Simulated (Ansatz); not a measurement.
# Cr (Im-3m) in Ansatz: a series of runs

Aim: see how the results for Cr move with the level of theory and the settings. Levels: r2SCAN, LDA, revPBE, PBE, RPBE. Tasks: band structure, elastic constants.

All numbers are computed with Ansatz 0.2.0; they aren't measurements. Logs are shortened: lines on timing, memory, paths and dates and some standing lists are left out, and cuts for length are marked.

### Step 1. The structure

The structure is cubic, space group Im-3m (No. 229). The conventional cell has a = 2.969 Å, b = 2.969 Å, c = 2.969 Å, α = 90.00°, β = 90.00°, γ = 90.00°. Cr (site symmetry m-3m) is surrounded by 8 Cr at 2.57 Å.

### Step 2. Band structure, r2SCAN, collinear spin, ferromagnetic start

input.yaml reads:

```yaml
crystal:
  lattice:
    - [-1.4844496776, 1.4844496776, 1.4844496776]
    - [1.4844496776, -1.4844496776, 1.4844496776]
    - [1.4844496776, 1.4844496776, -1.4844496776]
  atoms:
    - { symbol: Cr, position: [0.0, 0.0, 0.0], spin: 3.0 }
hamiltonian:
  xc: r2scan
  pseudopotentials: { kind: paw }
magnetization:
  spin_polarized: true
kpoints:
  mp_grid: { grid: [12, 12, 12] }
  band_path:
    path:
      - [[0.0, 0.0, 0.0], [0.5, -0.5, 0.5], [0.0, 0.0, 0.5], [0.0, 0.0, 0.0], [0.25, 0.25, 0.25], [0.5, -0.5, 0.5]]
      - [[0.25, 0.25, 0.25], [0.0, 0.0, 0.5]]
    npoints: 14
scf:
  occupations: { method: fermi_dirac, width: 0.05 }
  n_extra_bands: 6
output:
  forces: true
  stress: true
  eigenvalues: true
  fatbands: false
```

Potentials or basis: Ansatz PAW.

Command:

```
> ansatz run input.yaml --threads 2 --pin off --max-ram 5632MiB --backend cpu --events-out ev --progress --plain --runs-dir out
```

The program printed:

```text
Warning: RAYON_NUM_THREADS=2 ignored (pool sized by the plan → 2); use --threads N
scf.n_extra_bands = 6 over 7 filled bands (N_el = 14.0): the run solves 13 bands
Engine: ansatz 0.2.0, x86_64-unknown-linux-gnu
Pseudopotentials: kind: paw
Pseudopotential: Cr, paw, valence charge 14, recommended cutoff 500 eV (meta_gga), Cr.paw.azcp
Functional definition: r2SCAN
  parameter k0 = 0.174
  parameter k1 = 0.065
  parameter a1 = 4.9479
  exchange = r2scan_x(k0 = k0, k1 = k1, a1 = a1)
  correlation = r2scan_c
Crystal: 1 atoms, lattice volume = 13.084 Å³
Basis set: ecut = 500 eV, 321 PW (Γ), exchange–correlation on 80×80×80 points (64 copies of the dense FFT grid, shifted against one another)
Bands: 13, of which v1, the nominal top of the filled ones, is band 7 counted from 1 (6 counted from 0)
Symmetry: 48 space group operations
Space group: Im-3m (ITA 229), of the structure as read, at distance tolerance 2.4e-5 Å
Magnetic group: BNS 229.140 (UNI 1642), of the structure as read, at distance tolerance 2.4e-5 Å
k-points: 72 of 1728
Non-local potential: Cr, projectors of the file, l = 0: 3, l = 1: 2, l = 2: 3, l = 3: 1
PAW form: soft (Blöchl's): semilocal exchange-correlation on the pseudo side does not see the compensation charge
PAW frozen core: Cr, regenerated for the run's functional (the file was generated under x = pbe(κ = 0.804, μ = 0.2195149727645171), c = pbe(β = 0.06672455060314922))
PAW one-centre angular grid: Cr, 590 points (default); XC on 160 Gauss nodes
Initial density: superposition of atomic densities (chi_scale 0.1, normalization cell)
Starting moments: Σ|m| = 3 μB on 1 of 1 site
Initial wavefunctions: pseudopotential atomic-orbital guess
Functional: x = r2scan, c = r2scan; τ floored in thin density (d = 2e-4 eV/Å³)
SCF iter   1: F=—  HF=-3382.286811 eV  |F-HF|=—  |Δ(HF+E_count)|=         —  Δρ=1.42e-1 (↑1.42e-1 ↓5.52e-2)  dr2=3.65e0  dr2_τ=2.53e-2  dr2_m=4.39e-1  M=2.081 μB ∫|m|=2.081 μB  β_m=0.98  ethr=3.10e-3  ⟨swp⟩=3.7  Hψ=8404  notcnv=0
Mixer restart at iter 1: flushing history
preconditioner: auto → none  [metal: Δε(μ)=0.011 eV  Ē_g=11.823 eV  σ=0.050 eV  W_gap=0.05  n_scr=0 (ndim 8)  ℏωp=25.1 eV  f_vac=0.000  D(μ)=1.99/eV (n_scr^D=42)]
SCF iter   2: F=—  HF=-3381.371846 eV  |F-HF|=—  |Δ(HF+E_count)|=   9.15e-1  Δρ=3.19e-2 (↑1.76e-2 ↓3.19e-2)  dr2=2.45e-1  dr2_τ=6.49e-3  dr2_m=2.03e-2  M=2.016 μB ∫|m|=2.018 μB  β_m=1.00  ethr=3.10e-3  ⟨swp⟩=2.0  Hψ=4716  notcnv=0  defer=119  κ⁻¹=1.0e0(r=1)
SCF iter   3: F=—  HF=-3383.944336 eV  |F-HF|=—  |Δ(HF+E_count)|=         —  Δρ=1.95e-1 (↑1.95e-1 ↓1.65e-1)  dr2=2.33e-1  dr2_τ=1.23e-1  dr2_m=3.82e0  M=0.038 μB ∫|m|=0.120 μB  β_m=1.00  ethr=1.75e-3  ⟨swp⟩=2.5  Hψ=3294  notcnv=0  defer=118
Mixer restart at iter 3: flushing history
SCF iter   4: F=—  HF=-3382.381995 eV  |F-HF|=—  |Δ(HF+E_count)|=    1.56e0  Δρ=3.30e-2 (↑2.59e-2 ↓3.30e-2)  dr2=3.22e-1  dr2_τ=2.74e-3  dr2_m=2.46e-3  M=0.015 μB ∫|m|=0.049 μB  β_m=0.49  ethr=3.57e-4  ⟨swp⟩=3.0  Hψ=4273  notcnv=0  defer=120
SCF iter   5: F=—  HF=-3382.265146 eV  |F-HF|=—  |Δ(HF+E_count)|=   1.17e-1  Δρ=5.12e-3 (↑1.44e-3 ↓5.12e-3)  dr2=2.22e-3  dr2_τ=6.91e-4  dr2_m=7.99e-4  M=0.016 μB ∫|m|=0.042 μB  β_m=0.80  ethr=3.57e-4  ⟨swp⟩=2.7  Hψ=4291  notcnv=0  defer=60  κ⁻¹=1.0e0(r=1)
SCF iter   6: F=—  HF=-3382.268616 eV  |F-HF|=—  |Δ(HF+E_count)|=   3.47e-3  Δρ=1.94e-3 (↑1.12e-3 ↓1.94e-3)  dr2=1.27e-4  dr2_τ=1.24e-5  dr2_m=2.12e-4  M=0.012 μB ∫|m|=0.027 μB  β_m=0.93  ethr=1.59e-5  ⟨swp⟩=2.6  Hψ=4029  notcnv=0  defer=75  κ⁻¹=3.0e-3(r=2)
SCF iter   7: F=—  HF=-3382.269799 eV  |F-HF|=—  |Δ(HF+E_count)|=   1.18e-3  Δρ=1.06e-3 (↑7.37e-4 ↓1.06e-3)  dr2=7.45e-5  dr2_τ=4.69e-6  dr2_m=5.14e-5  M=0.008 μB ∫|m|=0.015 μB  β_m=1.00  ethr=9.08e-7  ⟨swp⟩=2.0  Hψ=2895  notcnv=0  defer=75  κ⁻¹=2.0e-4(r=3)
SCF iter   8: F=—  HF=-3382.270612 eV  |F-HF|=—  |Δ(HF+E_count)|=   8.13e-4  Δρ=3.83e-4 (↑3.83e-4 ↓2.56e-4)  dr2=2.49e-5  dr2_τ=5.60e-7  dr2_m=1.39e-6  M=0.003 μB ∫|m|=0.003 μB  β_m=0.30  ethr=5.32e-7  ⟨swp⟩=2.0  Hψ=2885  notcnv=0  defer=75  κ⁻¹=1.4e-5(r=4)
SCF iter   9: F=—  HF=-3382.270845 eV  |F-HF|=—  |Δ(HF+E_count)|=   2.33e-4  Δρ=1.70e-4 (↑1.41e-4 ↓1.70e-4)  dr2=2.04e-6  dr2_τ=3.23e-7  dr2_m=1.50e-6  M=0.001 μB ∫|m|=0.001 μB  β_m=1.00  ethr=1.78e-7  ⟨swp⟩=2.0  Hψ=2896  notcnv=0  defer=75  κ⁻¹=8.9e-7(r=5)
SCF iter  10: F=—  HF=-3382.270890 eV  |F-HF|=—  |Δ(HF+E_count)|=   4.52e-5  Δρ=8.79e-5 (↑4.79e-5 ↓8.79e-5)  dr2=1.95e-6  dr2_τ=1.01e-8  dr2_m=6.92e-8  M=0.000 μB ∫|m|=0.000 μB  β_m=0.61  ethr=1.46e-8  ⟨swp⟩=2.0  Hψ=2908  notcnv=0  defer=75  κ⁻¹=4.0e-7(r=6)
SCF iter  11: F=—  HF=-3382.270891 eV  |F-HF|=—  |Δ(HF+E_count)|=   1.15e-6  Δρ=1.88e-5 (↑6.28e-6 ↓1.88e-5)  dr2=2.35e-8  dr2_τ=6.41e-10  dr2_m=1.65e-8  M=0.000 μB ∫|m|=0.000 μB  β_m=0.68  ethr=1.39e-8  ⟨swp⟩=2.1  Hψ=2575  notcnv=0  defer=75  κ⁻¹=2.8e-8(r=7)
SCF iter  12: F=—  HF=-3382.270891 eV  |F-HF|=—  |Δ(HF+E_count)|=   2.98e-8  Δρ=3.18e-6 (↑2.83e-6 ↓3.18e-6)  dr2=3.39e-10  dr2_τ=3.21e-11  dr2_m=8.07e-10  M=0.000 μB ∫|m|=0.000 μB  β_m=0.46  ethr=1.68e-10  ⟨swp⟩=2.0  Hψ=2886  notcnv=0  defer=75  κ⁻¹=5.5e-9(r=8)
SCF iter  13: F=—  HF=-3382.270891 eV  |F-HF|=—  |Δ(HF+E_count)|=   3.45e-9  Δρ=1.81e-6 (↑1.81e-6 ↓1.60e-6)  dr2=4.64e-11  dr2_τ=1.35e-11  dr2_m=3.01e-10  M=0.000 μB ∫|m|=0.000 μB  β_m=0.37  ethr=2.42e-12  ⟨swp⟩=2.0  Hψ=2888  notcnv=0  defer=75  κ⁻¹=2.3e-8(r=8)
SCF iter  14: F=—  HF=-3382.270891 eV  |F-HF|=—  |Δ(HF+E_count)|=   6.89e-9  Δρ=7.54e-7 (↑7.54e-7 ↓5.25e-7)  dr2=6.07e-12  dr2_τ=3.54e-12  dr2_m=4.66e-11  M=0.000 μB ∫|m|=0.000 μB  β_m=0.30  ethr=1.00e-12  ⟨swp⟩=2.0  Hψ=2910  notcnv=0  defer=75  κ⁻¹=8.6e-8(r=8)
SCF iter  15: F=—  HF=-3382.270891 eV  |F-HF|=—  |Δ(HF+E_count)|=  4.94e-10  Δρ=4.24e-7 (↑4.24e-7 ↓3.20e-7)  dr2=4.18e-12  dr2_τ=1.50e-12  dr2_m=1.46e-11  M=-0.000 μB ∫|m|=0.000 μB  β_m=0.30  ethr=1.00e-12  ⟨swp⟩=2.9  Hψ=6628  notcnv=0  κ⁻¹=4.7e-8(r=8)
SCF iter  16: F=-3382.270891 eV  HF=-3382.270891 eV  |F-HF|=1.23e-11  |Δ(HF+E_count)|=  7.69e-11  Δρ=4.43e-7 (↑1.56e-7 ↓4.43e-7)  dr2=3.32e-11  dr2_τ=2.81e-13  dr2_m=4.18e-12  M=-0.000 μB ∫|m|=0.000 μB  ethr=1.00e-12  ⟨swp⟩=2.0  Hψ=3460  notcnv=0
SCF 1 converged in 16 iterations: F = -3382.270891 eV  dr2 = 3.32e-11
WARN: the starting moments were not kept: the SCF closed with an absolute magnetisation of 2.0e-6 μB, where they sum to 3 μB in size (1 site). That is at most 0.1 of that sum. Measured as dr2_m measures the in/out step, that magnetisation stands 4.0e-12 eV from none, at or under the dr2_threshold of 1.0e-7 eV: it is no larger than a step whose dr2_m would equal this threshold. The system may hold no moment; this SCF shows only that its start led to no more than that. To try another start: raise the starting moments (crystal.atoms[].spin, magnetization.per_species, magnetization.initial_magnetization, or on a non-collinear deck that types none of these the spinor_matrix: blocks that start its atoms; where the total moment is fixed, keep their sum and leave initial_magnetization as it is; typed ones take the place of any that the run laid by itself, positive ones on a crystal's lanthanoids without a Hubbard term where scf.initial_density.shell_occupations: [] is typed) or, if the notice of its spin-set hold's release reads "site moments contracting" or "site moments show no strong build", lengthen the hold (scf.mixing.spin_hold: { on: { confirm: 4 } }; for m-r²SCAN on two components see the key's manual first). Each may lead to a state that holds a moment. A second SCF, from the converged charge density, with the starting moments and any scf.initial_density.shell_occupations laid on it anew, would have followed, and was not run: the deck does not ask for one (magnetization.retry_lost_moments is false, the default). To let it run, set magnetization.retry_lost_moments: true and run the deck again, where that key's refused combinations let it; where memory then withholds it, that run's warning says so.
this state was not tested for a lower state beside it, because the mixer in use, unlike msr1, does not test its closes by its own steps (another_mixer; see scf.mixing.algorithm and scf.lower_state_search)
NSCF: frozen V_eff on 86 k-points
SCF converged after 16 iterations
Magnetization: -0.0000 μB (7.0000 up, 7.0000 down)
Absolute magnetization: 0.0000 μB (∫|ρ↑−ρ↓|, with the PAW one-centre terms)
Spin contamination: 0.0000 ħ² per cell (⟨S²⟩ above its minimum at these occupations)
Per-site moments (μB) at R_I (Å): [(-1.3690994734940958e-6, 1.0605961834390063)]
Free energy (F): -3382.270891 eV
Harris-Foulkes:  -3382.270891 eV  (|F-HF|=1.23e-11)
Internal energy: -3382.264818 eV  (E = F + TS)
E sigma→0 (E₀):  -3382.267855 eV
Entropy (-TS):   -0.006074 eV (-6.074 meV/atom)
Fermi energy:    16.584877 eV
--- Per-component energies (eV) ---
  E_band       = -197.973600
  E_kinetic    = 340.000195
  E_local      = -1279.365860  (includes V_loc(G=0)·N_el)
  E_nonlocal   = 77.473793
  E_hartree    = 547.520919
  E_xc         = -136.801141
  E_vxc        = -198.985820  (∫ρ·V_xc dr)
  E_paw        = -1201.034840  (= ΣΔE_a)
  E_vpaw       = -244.682935  (= ΣTr[D̂ρ^β])
  E_aug_tail   = 0.000197  (compensation charges beyond the density's cutoff)
  E_vtau       = 12.545263  (kinetic-family band-sum trace: ∫τ·v_τ [+ j·A + Jᵃ·Aᵃ] dr)
  E_ewald      = -1729.785753
  E_core_change = -0.272327  (= ΣΔE_core)
  E_smearing   = -0.006074  (= −TS)
  E_closure    = 0.000000  (closes the sum)
  Σ components = -3382.270891   (vs F -3382.270891, Δ=0.00e0)
--- Forces (eV/Å), atoms counted from 1 ---
  atom   1  Cr    -0.00000000     0.00000000    -0.00000000
  max |Σ_I F_I| component: 1.29e-31 eV/Å
--- Stress (GPa, compression-positive) ---
      -29.663453      -0.000000       0.000000
       -0.000000     -29.663453      -0.000000
       -0.000000       0.000000     -29.663453
  P = ⅓ Tr σ = -29.6635 GPa (-296.635 kbar)
--- Band table (eV; the first three rows and the last of 144) ---
  k-point 0 ↑: bands = ["-58.0693", "-27.7741", "-27.7741", "-27.7741", "8.7420", "15.8406", "15.8406", "15.8406", "17.9413", "17.9413", "38.8564", "38.8564", "38.8564"]
  k-point 1 ↑: bands = ["-58.0606", "-27.8188", "-27.7882", "-27.7743", "9.0275", "15.7393", "15.8212", "16.0204", "17.8325", "17.9483", "37.8881", "38.6691", "38.9483"]
  k-point 2 ↑: bands = ["-58.0369", "-27.9398", "-27.8267", "-27.7747", "9.8380", "15.4708", "15.7194", "16.5321", "17.6397", "17.9754", "35.5484", "37.7810", "39.1688"]
  k-point 71 ↓: bands = ["-57.8464", "-28.2256", "-28.2256", "-28.2256", "13.0326", "13.0326", "18.7577", "18.7577", "18.7577", "26.5892", "26.5892", "26.5892", "32.8008"]
```

It took 6.5 s on 2 threads of Intel Xeon at 2.70GHz, shared host; peak memory 0.36 GiB.

Results:

```
Free energy            : -3382.2709 eV
Pressure               : -29.7 GPa
Band gap on the k mesh : none (metal or under the smearing width)
Net moment             : 0.00 μB per cell
Absolute moment        : 0.00 μB per cell
```

Levels at the corners of the path, in eV from the Fermi level:
Spin up:
| point | band 4 | band 5 | band 6 | band 7 | band 8 | band 9 | band 10 | band 11 |
| --- | --- | --- | --- | --- | --- | --- | --- | --- |
| Γ | -44.36 | -7.84 | -0.74 | -0.74 | -0.74 | 1.36 | 1.36 | 22.27 |
| H | -44.81 | -3.55 | -3.55 | 2.17 | 2.17 | 2.17 | 10.00 | 10.00 |
| N | -44.36 | -3.96 | -2.11 | 0.77 | 1.25 | 1.63 | 2.51 | 8.96 |
| Γ | -44.36 | -7.84 | -0.74 | -0.74 | -0.74 | 1.36 | 1.36 | 22.27 |
| P | -44.68 | -2.13 | -2.13 | -2.13 | 1.69 | 1.69 | 9.48 | 9.48 |
| H | -44.81 | -3.55 | -3.55 | 2.17 | 2.17 | 2.17 | 10.00 | 10.00 |
| P | -44.68 | -2.13 | -2.13 | -2.13 | 1.69 | 1.69 | 9.48 | 9.48 |
| N | -44.36 | -3.96 | -2.11 | 0.77 | 1.25 | 1.63 | 2.51 | 8.96 |
Spin down:
| point | band 4 | band 5 | band 6 | band 7 | band 8 | band 9 | band 10 | band 11 |
| --- | --- | --- | --- | --- | --- | --- | --- | --- |
| Γ | -44.36 | -7.84 | -0.74 | -0.74 | -0.74 | 1.36 | 1.36 | 22.27 |
| H | -44.81 | -3.55 | -3.55 | 2.17 | 2.17 | 2.17 | 10.00 | 10.00 |
| N | -44.36 | -3.96 | -2.11 | 0.77 | 1.25 | 1.63 | 2.51 | 8.96 |
| Γ | -44.36 | -7.84 | -0.74 | -0.74 | -0.74 | 1.36 | 1.36 | 22.27 |
| P | -44.68 | -2.13 | -2.13 | -2.13 | 1.69 | 1.69 | 9.48 | 9.48 |
| H | -44.81 | -3.55 | -3.55 | 2.17 | 2.17 | 2.17 | 10.00 | 10.00 |
| P | -44.68 | -2.13 | -2.13 | -2.13 | 1.69 | 1.69 | 9.48 | 9.48 |
| N | -44.36 | -3.96 | -2.11 | 0.77 | 1.25 | 1.63 | 2.51 | 8.96 |

Caveat: the magnetic or orbital state may not be the lowest; the starting moments collapsed, and a magnetic state may lie lower; a pressure of tens of GPa on the cell as given is suspect, and the run, the potentials or the cell itself is likely at fault; the PAW data sets come from PBE, with cores solved anew for the run's functional, which leaves a small shift of forces and pressure; the starting moments weren't kept.

### Step 3. Elastic constants, LDA, collinear spin, ferromagnetic start

input.yaml reads:

```yaml
crystal:
  lattice:
    - [-1.4844496776, 1.4844496776, 1.4844496776]
    - [1.4844496776, -1.4844496776, 1.4844496776]
    - [1.4844496776, 1.4844496776, -1.4844496776]
  atoms:
    - { symbol: Cr, position: [0.0, 0.0, 0.0], spin: 3.0 }
hamiltonian:
  xc: lda
  pseudopotentials: { kind: paw }
magnetization:
  spin_polarized: true
kpoints:
  mp_grid: { grid: [9, 9, 9] }
scf:
  occupations: { method: fermi_dirac, width: 0.05 }
output:
  forces: true
  stress: true
elastic:
  mode: clamped_ion
  stencil: two_point
```

Potentials or basis: Ansatz PAW.

Command:

```
> ansatz run input.yaml --threads 2 --pin off --max-ram 5632MiB --backend cpu --events-out ev --progress --plain --runs-dir out
```

Wall time 5.2 s (2 threads of Intel Xeon at 2.70GHz, shared host); peak memory 0.33 GiB.

The run converged. Its results:

| Property | Result |
| --- | --- |
| Free energy | -3322.7657 eV |
| Pressure | -38.0 GPa |
| Band gap on the k mesh | none (metal or under the smearing width) |
| Net moment | 0.00 μB per cell |
| Absolute moment | 0.00 μB per cell |
| Elastic constants C11, C12, C44 | 287, 37, 46 GPa |
| Voigt bulk modulus | 120 GPa |

Levels at points of the mesh, in eV from the Fermi level:
Spin up:
| k point | band 5 | band 6 | band 7 | band 8 | band 9 | band 10 |
| --- | --- | --- | --- | --- | --- | --- |
| (0.00, 0.00, 0.00) | -7.37 | -0.78 | -0.78 | -0.78 | 0.91 | 0.91 |
Spin down:
```tsv
k point	band 3	band 4	band 5	band 6	band 7	band 8	band 9	band 10	band 11
(0.00, 0.00, 0.00)	-42.51	-42.51	-7.37	-0.78	-0.78	-0.78	0.91	0.91	21.38
```

Elastic tensor in Voigt notation (GPa, in the Cartesian axes of the cell as first typed):
```
287  37  37   0   0   0
 37 287  37   0   0   0
 37  37 287   0   0   0
  0   0   0  46   0   0
  0   0   0   0  46   0
  0   0   0   0   0  46
```

Caveat: the cell is more than 3 GPa from zero pressure, which shifts response properties; the starting moments collapsed, and a magnetic state may lie lower; a pressure of tens of GPa on the cell as given is suspect, and the run, the potentials or the cell itself is likely at fault; elastic constants of metals need much finer meshes, so these are rough; the PAW data sets come from PBE, with cores solved anew for the run's functional, which leaves a small shift of forces and pressure.

### Step 4. Band structure, revPBE, collinear spin, ferromagnetic start

input.yaml reads:

```yaml
crystal:
  lattice:
    - [-1.4844496776, 1.4844496776, 1.4844496776]
    - [1.4844496776, -1.4844496776, 1.4844496776]
    - [1.4844496776, 1.4844496776, -1.4844496776]
  atoms:
    - { symbol: Cr, position: [0.0, 0.0, 0.0], spin: 3.0 }
hamiltonian:
  xc: revpbe
  pseudopotentials: { kind: paw }
magnetization:
  spin_polarized: true
kpoints:
  mp_grid: { grid: [12, 12, 12] }
  band_path:
    path:
      - [[0.0, 0.0, 0.0], [0.5, -0.5, 0.5], [0.0, 0.0, 0.5], [0.0, 0.0, 0.0], [0.25, 0.25, 0.25], [0.5, -0.5, 0.5]]
      - [[0.25, 0.25, 0.25], [0.0, 0.0, 0.5]]
    npoints: 14
scf:
  occupations: { method: fermi_dirac, width: 0.05 }
  n_extra_bands: 6
output:
  forces: true
  stress: true
  eigenvalues: true
  fatbands: false
```

Command:

```
> ansatz run input.yaml --threads 2 --pin off --max-ram 5632MiB --backend cpu --events-out ev --progress --plain --runs-dir out
```

It took 2.9 s on 2 threads of Intel Xeon at 2.70GHz, shared host; peak memory 0.31 GiB.

Results (log left out):

* Free energy: -3380.8426 eV
* Pressure: -21.6 GPa
* Band gap on the k mesh: none (metal or under the smearing width)
* Net moment: 0.00 μB per cell
* Absolute moment: 0.00 μB per cell

Levels at the corners of the path, in eV from the Fermi level:
Spin up:
| point | band 3 | band 4 | band 5 | band 6 | band 7 | band 8 | band 9 | band 10 | band 11 | band 12 |
| --- | --- | --- | --- | --- | --- | --- | --- | --- | --- | --- |
| Γ | -42.82 | -42.82 | -7.39 | -0.71 | -0.71 | -0.71 | 1.06 | 1.06 | 21.31 | 21.31 |
| H | -43.25 | -43.25 | -3.56 | -3.56 | 2.12 | 2.12 | 2.12 | 9.56 | 9.56 | 9.56 |
| N | -43.02 | -42.82 | -3.82 | -2.02 | 0.86 | 1.03 | 1.33 | 2.44 | 8.56 | 16.18 |
| Γ | -42.82 | -42.82 | -7.39 | -0.71 | -0.71 | -0.71 | 1.06 | 1.06 | 21.31 | 21.31 |
| P | -43.12 | -43.12 | -2.00 | -2.00 | -2.00 | 1.38 | 1.38 | 9.16 | 9.16 | 9.16 |
| H | -43.25 | -43.25 | -3.56 | -3.56 | 2.12 | 2.12 | 2.12 | 9.56 | 9.56 | 9.56 |
| P | -43.12 | -43.12 | -2.00 | -2.00 | -2.00 | 1.38 | 1.38 | 9.16 | 9.16 | 9.16 |
| N | -43.02 | -42.82 | -3.82 | -2.02 | 0.86 | 1.03 | 1.33 | 2.44 | 8.56 | 16.18 |
Spin down:
```
point  band 3  band 4  band 5  band 6  band 7  band 8  band 9  band 10  band 11  band 12
    Γ  -42.82  -42.82   -7.39   -0.71   -0.71   -0.71    1.06     1.06    21.31    21.31
    H  -43.25  -43.25   -3.56   -3.56    2.12    2.12    2.12     9.56     9.56     9.56
    N  -43.02  -42.82   -3.82   -2.02    0.86    1.03    1.33     2.44     8.56    16.18
    Γ  -42.82  -42.82   -7.39   -0.71   -0.71   -0.71    1.06     1.06    21.31    21.31
    P  -43.12  -43.12   -2.00   -2.00   -2.00    1.38    1.38     9.16     9.16     9.16
    H  -43.25  -43.25   -3.56   -3.56    2.12    2.12    2.12     9.56     9.56     9.56
    P  -43.12  -43.12   -2.00   -2.00   -2.00    1.38    1.38     9.16     9.16     9.16
    N  -43.02  -42.82   -3.82   -2.02    0.86    1.03    1.33     2.44     8.56    16.18
```

Caveat: the starting moments collapsed, and a magnetic state may lie lower; so large a pressure means that the cell lies far from this level's equilibrium, or that cutoff or potentials fall short; the PAW data sets come from PBE, with cores solved anew for the run's functional, which leaves a small shift of forces and pressure; the starting moments weren't kept.

(Continued in part 2 of 2.)
